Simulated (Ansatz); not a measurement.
## In: stationary points along a deformation path

These are results of DFT r2SCAN, scalar-relativistic, plane waves, PAW (Ansatz), not measurements. Settings: plane waves to 500 eV, k-mesh 22×22×22 (Γ-centred), Gaussian smearing 0.15 eV. No spin polarisation. Energies are free energies at this smearing, counted from the undisturbed cell; pressure is positive in compression.

Reference structure (as given, not relaxed at this level; it stands at 0.2 GPa):

```yaml
crystal:
  lattice:
    - [-1.62615, 1.62615, 2.47395]
    - [1.62615, -1.62615, 2.47395]
    - [1.62615, 1.62615, -2.47395]
  atoms:
    - { symbol: In, position: [0.00000, 0.00000, 0.00000] }
```

At fixed volume and fractional coordinates, lengths along (0.000, 0.000, 1.000) are scaled against those across it; ρ is that ratio over its starting value. V = 26.168 Å³/atom. Δσ is the stress along the axis less the mean stress across it (compression positive).

```csv
ρ,ΔE (meV/atom),Δσ (GPa),space group
0.850,2.6,0.51,I4/mmm
0.920,2.2,-0.27,I4/mmm
1.000,0.0,0.11,I4/mmm
1.100,2.9,-0.95,I4/mmm
1.200,18.5,-2.40,I4/mmm
```

**Question.** How does the stress give the slope of the energy, and where is the energy stationary?

**Answer.** Along the path d ln(length) is 2/3 d ln ρ on the axis and −1/3 d ln ρ across it, so dE/d ln ρ = −(2/3) V Δσ: the energy falls with ρ where Δσ is positive. Δσ vanishes or changes sign between ρ = 0.850 and 0.920, a minimum (near 0.90 by linear interpolation); between ρ = 0.920 and 1.000, a maximum (near 0.98 by linear interpolation); between ρ = 1.000 and 1.100, a minimum (near 1.01 by linear interpolation). Pairs of stationary points between two samples would go unseen, and could change a minimum read from distant neighbours into a maximum.

**Question.** Integrate that slope from ρ = 1 to 0.850 by the trapezoid rule.

**Answer.** With V/N in Å³ and 1 eV/Å³ = 160.2 GPa the slopes at ρ = 1.000, 0.920, 0.850 are -12, 29, -55 meV/atom per unit of ln ρ. The steps add (-0.7) + 1.0 = 0.3 meV/atom, against 2.6 from the energies; the trapezoid rule misses the curvature of the slope within each step.

In a metal these slopes depend on the k mesh and the smearing.